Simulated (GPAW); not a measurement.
Pb:

```
CELL_PARAMETERS angstrom
3.48000 0.00000 0.00000
-1.74000 3.01377 0.00000
0.00000 0.00000 5.59000
ATOMIC_POSITIONS crystal
Pb 0.66667 0.33333 0.75000
Pb 0.33333 0.66667 0.25000
```

This isn't the form of Pb at room conditions, which is fcc.

Base run:

| Property | Result |
| --- | --- |
| Program | GPAW 26.7.0 |
| Functional | LDA |
| Potentials or basis | the program's PAW data sets (release 1.2.1) made for this functional |
| Cutoff | 600 eV |
| Basis | pw |
| k mesh | 7 × 7 × 4 |
| Occupations | fermi-dirac, width 0.05 eV |
| Spin | no spin polarisation |

Its results: pressure -1.2 GPa.

The run is repeated on the same cell with these changes: functional from LDA to PBEsol; potentials or basis from the program's PAW data sets (release 1.2.1) made for this functional to PAW data sets generated in the run's folder for this functional. What comes out?

Pressure 0.5 GPa.
